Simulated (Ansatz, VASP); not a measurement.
## Pt in VASP and in Ansatz

File INCAR:

```
PREC = Accurate ; ENCUT = 520
EDIFF = 1E-8 ; ISMEAR = -1
SIGMA = 0.05 ; LREAL = F
LASPH = T ; NELM = 60
ALGO = Normal ; ISIF = 2
LWAVE = F ; LCHARG = F
GGA = CA ; LEFG = T
NBANDS = 11
```

The input KPOINTS:

```
Automatic mesh
0
Gamma
  16 16 16
```

Contents of POSCAR:

```
Pt
1.0
    0.0000000000      1.9583427340      1.9583427340
    1.9583427340      0.0000000000      1.9583427340
    1.9583427340      1.9583427340      0.0000000000
Pt
1
Direct
    0.0000000000      0.0000000000      0.0000000000
```

Input for Ansatz:

```yaml
crystal:
  lattice:
    - [0.0, 1.958342734, 1.958342734]
    - [1.958342734, 0.0, 1.958342734]
    - [1.958342734, 1.958342734, 0.0]
  atoms:
    - { symbol: Pt, position: [0.0, 0.0, 0.0] }
kpoints:
  mp_grid: { grid: [16, 16, 16] }
scf:
  occupations: { method: fermi_dirac, width: 0.05 }
hamiltonian:
  xc: lda
  pseudopotentials: { kind: paw }
output:
  forces: true
  stress: true
  eigenvalues: true
  efg: { contact_densities: true }
```

Change from the starting cell: volume scaled by 0.98, PAW files.

Alike in both runs: task electric field gradients; functional LDA; k mesh 16 × 16 × 16; occupations fermi-dirac, width 0.05 eV; no spin polarisation.

|  | VASP | Ansatz |
| --- | --- | --- |
| version | VASP 6.6.1 | Ansatz 0.2.0 |
| potentials or method | VASP PAW LDA potentials, release 64 (Pt) | PAW with Ansatz's default frozen-core files, scalar-relativistic |
| plane-wave cutoff (eV) | 520 | 420 |
| valence electrons in the cell | 10 | 18 |

VASP gave:

```
pressure (GPa)                                                 : -4.5
Vzz of the field gradient on the site that differs most (V/Å²) : 0.0
```

**Question.** Estimate Ansatz's values.

**Answer.** Pressure (GPa): -5.2; Vzz of the field gradient on the site that differs most (V/Å²): 0.0.

The two sets of potentials don't hold the same shells in valence. Ansatz warned: «gradients_without_spin_orbit».

The runs have no spin-orbit coupling, so splittings on Pt are missing.
